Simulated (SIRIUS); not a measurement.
# Ti (P6_3/mmc) in SIRIUS: reference runs, part 2 of 2

SIRIUS 7.12.0.

### Step 3. Single point, PBEsol (atoms moved at random)

sirius.json reads:

```json
{
  "control": {
    "processing_unit": "cpu",
    "std_evp_solver_name": "lapack",
    "gen_evp_solver_name": "lapack",
    "verbosity": 2,
    "print_forces": true,
    "ortho_rf": true,
    "use_second_variation": true,
    "rmt_max": 3.0,
    "num_bands_to_print": 23,
    "save_wf": true
  },
  "parameters": {
    "electronic_structure_method": "full_potential_lapwlo",
    "xc_functionals": ["XC_GGA_X_PBE_SOL", "XC_GGA_C_PBE_SOL"],
    "core_relativity": "dirac",
    "valence_relativity": "iora",
    "num_fv_states": 23,
    "smearing": "fermi_dirac",
    "smearing_width": 0.0018374661,
    "pw_cutoff": 20,
    "gk_cutoff": 3.67,
    "lmax_apw": 10,
    "lmax_rho": 8,
    "lmax_pot": 8,
    "num_mag_dims": 0,
    "auto_rmt": 0,
    "ngridk": [10, 10, 6],
    "shiftk": [0, 0, 0],
    "num_dft_iter": 80,
    "energy_tol": 1e-07,
    "density_tol": 1e-05,
    "use_symmetry": true
  },
  "settings": {"tol_ne": 1e-10},
  "iterative_solver": {"type": "exact"},
  "mixer": {"type": "anderson", "beta": 0.5, "max_history": 8},
  "unit_cell": {
    "lattice_vectors": [[5.5746920676, 0.0, 0.0], [-2.7873460338, 4.8278249489, 0.0], [0.0, 0.0, 8.8439182632]],
    "atom_types": ["Ti"],
    "atom_files": {"Ti": "Ti.json"},
    "atoms": {"Ti": [[0.686162, 0.32688, 0.748487], [0.337973, 0.672908, 0.24873]]}
  }
}
```

Ti.json reads:

```json
{
  "name": "titanium",
  "symbol": "Ti",
  "number": 22,
  "mass": 47.867,
  "rmin": 1e-06,
  "rmt": 2.4,
  "nrmt": 800,
  "rinf": 17.51,
  "core": "1s2s2p",
  "valence": [
    {"basis": [{"enu": 0.09, "dme": 0, "n": 0, "auto": 0}, {"enu": 0.09, "dme": 1, "n": 0, "auto": 0}]},
    {"l": 0, "n": 1, "basis": [{"enu": 0.19, "dme": 0, "n": 0, "auto": 0}]},
    {"l": 1, "n": 2, "basis": [{"enu": 0.19, "dme": 0, "n": 0, "auto": 0}]},
    {"l": 2, "n": 3, "basis": [{"enu": 0.19, "dme": 0, "n": 0, "auto": 0}]},
    {"l": 3, "n": 4, "basis": [{"enu": 0.19, "dme": 0, "n": 0, "auto": 0}]}
  ],
  "lo": [
    {"l": 0, "basis": [{"enu": 0.19, "dme": 0, "n": 0, "auto": 0}, {"enu": 0.19, "dme": 1, "n": 0, "auto": 0}]},
    {
      "l": 0,
      "basis": [{"enu": -1.9303, "dme": 0, "n": 3, "auto": 1}, {"enu": -1.9303, "dme": 1, "n": 3, "auto": 1}]
    },
    {
      "l": 0,
      "basis": [{"enu": -1.9303, "dme": 1, "n": 3, "auto": 1}, {"enu": 0.19, "dme": 0, "n": 0, "auto": 0}]
    },
    {"l": 0, "basis": [{"enu": 0.19, "dme": 0, "n": 0, "auto": 0}, {"enu": 2.9678, "dme": 0, "n": 0, "auto": 0}]},
    {"l": 1, "basis": [{"enu": 0.19, "dme": 0, "n": 0, "auto": 0}, {"enu": 0.19, "dme": 1, "n": 0, "auto": 0}]},
    {
      "l": 1,
      "basis": [{"enu": -1.0703, "dme": 0, "n": 3, "auto": 1}, {"enu": -1.0703, "dme": 1, "n": 3, "auto": 1}]
    },
    {
      "l": 1,
      "basis": [{"enu": -1.0703, "dme": 1, "n": 3, "auto": 1}, {"enu": 0.19, "dme": 0, "n": 0, "auto": 0}]
    },
    {"l": 1, "basis": [{"enu": 0.19, "dme": 0, "n": 0, "auto": 0}, {"enu": 3.3844, "dme": 0, "n": 0, "auto": 0}]},
    {"l": 2, "basis": [{"enu": 0.19, "dme": 0, "n": 0, "auto": 0}, {"enu": 0.19, "dme": 1, "n": 0, "auto": 0}]},
    {"l": 2, "basis": [{"enu": 0.19, "dme": 1, "n": 0, "auto": 0}, {"enu": 0.19, "dme": 2, "n": 0, "auto": 0}]},
    {"l": 2, "basis": [{"enu": 0.19, "dme": 0, "n": 0, "auto": 0}, {"enu": 2.8983, "dme": 0, "n": 0, "auto": 0}]},
    {"l": 3, "basis": [{"enu": 0.19, "dme": 0, "n": 0, "auto": 0}, {"enu": 0.19, "dme": 1, "n": 0, "auto": 0}]},
    {"l": 3, "basis": [{"enu": 0.19, "dme": 0, "n": 0, "auto": 0}, {"enu": 3.2108, "dme": 0, "n": 0, "auto": 0}]}
  ],
  "free_atom": [... radial grid and density of the free atom, the start of the SCF ...]
}
```

sirius_start.json reads:

```json
{
  "control": {
    "processing_unit": "cpu",
    "std_evp_solver_name": "lapack",
    "gen_evp_solver_name": "lapack",
    "verbosity": 1,
    "print_forces": false,
    "ortho_rf": true,
    "use_second_variation": true,
    "rmt_max": 3.0,
    "num_bands_to_print": 23,
    "save_wf": false
  },
  "parameters": {
    "electronic_structure_method": "full_potential_lapwlo",
    "xc_functionals": ["XC_LDA_X", "XC_LDA_C_PW"],
    "core_relativity": "dirac",
    "valence_relativity": "iora",
    "num_fv_states": 23,
    "smearing": "fermi_dirac",
    "smearing_width": 0.0055123983,
    "pw_cutoff": 20,
    "gk_cutoff": 2.93,
    "lmax_apw": 10,
    "lmax_rho": 8,
    "lmax_pot": 8,
    "num_mag_dims": 0,
    "auto_rmt": 0,
    "ngridk": [4, 4, 2],
    "shiftk": [0, 0, 0],
    "num_dft_iter": 30,
    "energy_tol": 0.01,
    "density_tol": 0.05,
    "use_symmetry": true
  },
  "settings": {"tol_ne": 1e-10},
  "iterative_solver": {"type": "exact"},
  "mixer": {"type": "anderson", "beta": 0.5, "max_history": 8},
  "unit_cell": {
    "lattice_vectors": [[5.5746920676, 0.0, 0.0], [-2.7873460338, 4.8278249489, 0.0], [0.0, 0.0, 8.8439182632]],
    "atom_types": ["Ti"],
    "atom_files": {"Ti": "Ti.json"},
    "atoms": {"Ti": [[0.686162, 0.32688, 0.748487], [0.337973, 0.672908, 0.24873]]}
  }
}
```

Potentials or basis: all-electron FP-LAPW, apw+lo standard.

On the command line:

```
$ OMP_NUM_THREADS=1 sirius.scf --input=sirius_start.json --output=start.json
$ OMP_NUM_THREADS=1 sirius.scf --input=sirius.json --output=output.json --task=1
```

Output:

```text
[info] SIRIUS version : 7.12.0
[info] number of MPI ranks           : 1
[info] MPI grid                      : 1 1
[info] maximum number of OMP threads : 1
[fft] FFT context for density and potential
[fft] =====================================
[fft]   plane wave cutoff                     : 20
[fft]   grid size                             : 40 40 60   total : 96000
[fft]   grid limits                           : -19 20   -19 20   -29 30
[fft]   number of G-vectors within the cutoff : 32187
[fft]   number of G-shells                    : 1663
[fft] FFT context for coarse grid
[fft] =====================================
[fft]   plane wave cutoff                     : 7.34
[fft]   grid size                             : 16 16 24   total : 6144
[fft]   grid limits                           : -7 8   -7 8   -11 12
[fft]   number of G-vectors within the cutoff : 1617
[fft]   number of G-shells                    : 116
[unit cell] lattice vectors
[unit cell]   a1 :       5.5746920676      0.0000000000      0.0000000000
[unit cell]   a2 :      -2.7873460338      4.8278249489      0.0000000000
[unit cell]   a3 :       0.0000000000      0.0000000000      8.8439182632
[unit cell] reciprocal lattice vectors
[unit cell]   b1 :       1.1270910090      0.6507262974     -0.0000000000
[unit cell]   b2 :       0.0000000000      1.3014525948      0.0000000000
[unit cell]   b3 :       0.0000000000     -0.0000000000      0.7104526659
[unit cell] unit cell volume :       238.02200974 [a.u.^3]
[unit cell] 1/sqrt(omega)    :         0.06481738
[unit cell] MT volume        :       115.81167158 (48.66%)
[unit cell] IT volume        :       122.21033816 (51.34%)
[... 599 lines left out ...]
[find] Efermi                         :       0.27788239
[find] iteration : 7, RMS (target) : 1.0246e-06 (1.0000e-05) , energy difference (target) : 1.2039e-09 (1.0000e-07)
[find] converged after 8 SCF iterations!
[find] Charges and magnetic moments
[find] --------------------------------------------------------------------------------
[find] atom      charge    core leakage
[find] --------------------------------------------------------------------------------
[find]    0   20.338711    6.031822e-10
[find]    1   20.338711    6.031822e-10
[find] total core leakage    : 1.20636442e-09
[find] interstitial charge   : 3.322577
[find] total charge          : 43.999999
[find] Energy
[find] --------------------------------------------------------------------------------
[find] valence_eval_sum               :     -16.61991231
[find] core_eval_sum                  :    -979.43157057
[find] kinetic energy                 :    1721.61038192
[find] enuc                           :   -2040.00784372
[find] <rho|V^{XC}>                   :    -107.78800956
[find] <rho|E^{XC}>                   :     -82.40734231
[find] <mag|B^{XC}>                   :       0.00000000
[find] <rho|V^{H}>                    :   -2609.87385524
[find] smearing (-TS)                 :      -0.00074677
[find] SCF correction                 :       0.00000030
[find] Total energy                   :   -1705.74173144 (Ha),   -3411.48346287 (Ry)
[find] Free energy (E-TS)             :   -1705.74247820 (Ha),   -3411.48495640 (Ry)
[find] band gap (eV)                  :       0.00000000
[find] Efermi                         :       0.27788239
[ground_state]
[ground_state] ==== total Forces in Ha/bohr =====
[ground_state] atom:    0, force:      -0.0017592      0.0009004      0.0000502
[ground_state] atom:    1, force:       0.0017592     -0.0009004     -0.0000502
[ground_state] ==== contribution from density =====
[ground_state] atom:    0, force:       0.0051863     -0.0026625     -0.0000090
[ground_state] atom:    1, force:      -0.0051863      0.0026625      0.0000090
[ground_state] ==== contribution from Hartree potential =====
[ground_state] atom:    0, force:      -0.0081998      0.0041808      0.0002777
[ground_state] atom:    1, force:       0.0081998     -0.0041808     -0.0002777
[ground_state] ==== contribution from IBS =====
[ground_state] atom:    0, force:       0.0012543     -0.0006179     -0.0002185
[ground_state] atom:    1, force:      -0.0012543      0.0006179      0.0002185
```

Wall time 3.5 min (1 thread of Arm Neoverse V1, shared host); peak memory 1 GiB.

Results:

```
Free energy                                       : -46415.6174 eV
Largest force                                     : 0.102 eV/Å
Band gap on the k mesh                            : none (metal or under the smearing width)
All electrons inside the program's atomic spheres : Ti 20.34 (radii Ti 2.4 bohr)
```

Forces in eV/Å, atoms in the order of the input:
```
Ti  -0.090  0.046  0.003
Ti   0.090 -0.046 -0.003
```

Levels at points of the mesh, in eV from the Fermi level:
```csv
k point,band 9,band 10,band 11,band 12,band 13,band 14,band 15,band 16
"(0.00, 0.00, 0.00)",-6.15,-2.64,0.73,0.75,0.82,0.85,1.26,1.31
"(0.50, 0.00, 0.00)",-2.28,-2.11,-1.75,-0.63,0.49,0.54,1.12,3.31
"(0.00, 0.50, 0.00)",-2.28,-2.11,-1.76,-0.63,0.49,0.55,1.13,3.31
"(0.50, 0.50, 0.00)",-2.38,-2.11,-1.91,-0.59,0.45,0.83,1.23,3.36
"(0.00, 0.00, 0.50)",-4.31,-4.31,0.09,0.10,0.67,0.67,0.72,0.72
"(0.50, 0.00, 0.50)",-2.52,-2.52,-0.78,-0.77,1.30,1.30,1.74,1.75
"(0.00, 0.50, 0.50)",-2.52,-2.52,-0.78,-0.78,1.30,1.30,1.75,1.75
"(0.50, 0.50, 0.50)",-2.46,-2.46,-0.83,-0.83,1.29,1.29,1.70,1.71
```
